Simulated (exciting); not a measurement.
Here is an exciting (release sodium) calculation.

The input input.xml:

```xml
<input>
  <title>Yb</title>
  <structure speciespath="./" tshift="false">
    <crystal scale="1">
      <basevect>-4.065713631788 4.065713631788 4.065713631788</basevect>
      <basevect>4.065713631788 -4.065713631788 4.065713631788</basevect>
      <basevect>4.065713631788 4.065713631788 -4.065713631788</basevect>
    </crystal>
    <species speciesfile="Yb.xml" rmt="2.3">
      <atom coord="0.000000000000 0.000000000000 0.000000000000" bfcmt="0 0 -8"/>
    </species>
  </structure>
  <groundstate do="fromscratch" ngridk="9 9 9" rgkmax="9.5" gmaxvr="14" lmaxapw="10" lmaxmat="10" lmaxvr="8" xctype="GGA_PBE" stype="Fermi Dirac" swidth="0.00183747" nempty="22" ValenceRelativity="iora*" epsengy="1e-05" epspot="1e-05" maxscl="90" tforce="true" outputlevel="normal">
    <spin reducebf="0.5"/>
  </groundstate>
  <properties>
    <chargedensityplot>
      <plot3d>
        <box grid="19 19 19">
          <origin coord="0 0 0"/>
          <point coord="1 0 0"/>
          <point coord="0 1 0"/>
          <point coord="0 0 1"/>
        </box>
      </plot3d>
    </chargedensityplot>
    <elfplot>
      <plot3d>
        <box grid="19 19 19">
          <origin coord="0 0 0"/>
          <point coord="1 0 0"/>
          <point coord="0 1 0"/>
          <point coord="0 0 1"/>
        </box>
      </plot3d>
    </elfplot>
    <exccplot>
      <plot3d>
        <box grid="19 19 19">
          <origin coord="0 0 0"/>
          <point coord="1 0 0"/>
          <point coord="0 1 0"/>
          <point coord="0 0 1"/>
        </box>
      </plot3d>
    </exccplot>
  </properties>
</input>
```

Potentials or basis: all-electron LAPW+lo, shipped species files, valence relativity iora*.

Command:

```bash
$ OMP_NUM_THREADS=1 exciting_smp
```

Question: What does it give for the band gap on the k mesh?

Answer: None (metal or under the smearing width).

Question: What does it give for the net moment?

Answer: 0.00 μB per cell.

Caveat: spin-orbit coupling is left out, which moves the levels of the heavy elements. The state reached can hang on the start; a lower one may exist.
